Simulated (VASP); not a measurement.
MgS (Niningerite) under changes of volume

One of the cells (17.454 Å³/atom); the others are scaled copies at fixed shape and fractional positions:

```
CELL_PARAMETERS angstrom
0.00000 2.59395 2.59395
2.59395 0.00000 2.59395
2.59395 2.59395 0.00000
ATOMIC_POSITIONS crystal
S 0.50000 0.50000 0.50000
Mg 0.00000 0.00000 0.00000
```

| Property | Result |
| --- | --- |
| Program | VASP 6.6.1 |
| Functional | HSE06 |
| Potentials or basis | VASP PAW PBE potentials, release 64 (S, Mg) |
| Cutoff | 520 eV |
| k mesh | 6 × 6 × 6 |
| Occupations | gaussian, width 0.02 eV |
| Spin | no spin polarisation |

```tsv
volume (Å³/atom)	energy over the lowest point (meV/atom)	pressure (GPa)	gap on the mesh (eV)
16.755	7.60	3.6	3.89
17.105	1.84	1.7	3.84
17.454	0.00	0.0	3.79
17.803	?	?	?
18.152	6.55	-3.0	3.70
```

Q: What does the run at 17.803 Å³/atom give?

A: Energy over the lowest point 1.69 meV/atom; pressure -1.6 GPa; gap on the mesh 3.74 eV.

Worked out: A Birch-Murnaghan fit of order 2 (a polynomial in V^(-2/3)) to the other rows has its minimum at 17.46 Å³/atom with B0 = V·E''(V) = 81 GPa. It gives 1.68 meV/atom at 17.803 Å³/atom, against the run's 1.69, and -dE/dV = -1.5 GPa, against -1.6. A straight line through the other rows of the gap, of slope -2.37 eV per unit of ln V, gives 3.75 eV, against the run's 3.74.

Energies are extrapolated to zero smearing.

Caveats: the PAW data sets were made with another functional, which shifts forces and pressure a little.

A mesh can miss the band edges.
